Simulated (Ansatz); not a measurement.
## Structure relaxation of Rh

These are results of DFT PBE, scalar-relativistic, plane waves, PAW in Ansatz, not measurements. Cutoff 420 eV, Γ-centred k mesh, Gaussian smearing, no spin polarisation in the final step.

This is the end of a relaxation of cell and atoms.

```
CELL_PARAMETERS angstrom
-1.34554 1.34554 4.27083
1.34554 -1.34554 4.27083
1.34554 1.34554 -4.27083
ATOMIC_POSITIONS crystal
Rh 0.85745 0.85745 0.00000
Rh 0.14255 0.14255 0.00000
```

Energies count from the standard state of Rh at the same level.

What space group does it have?

I4/mmm (No. 139). Conventional cell: a = 2.691 Å, c = 8.542 Å. Rh has 1 Rh at 2.44 Å and 8 Rh at 2.64–2.69 Å.

How far above the standard state of Rh does it lie?

0.35 eV/atom.

Is it a metal?

Yes, bands cross the Fermi level on the 28×28×28 mesh.

The final run used a 28×28×28 mesh on its 2-atom cell and 0.10 eV smearing. The k mesh leaves about 4 meV/atom of noise in metals. The cell came from a trial start, so Rh may not exist in this structure.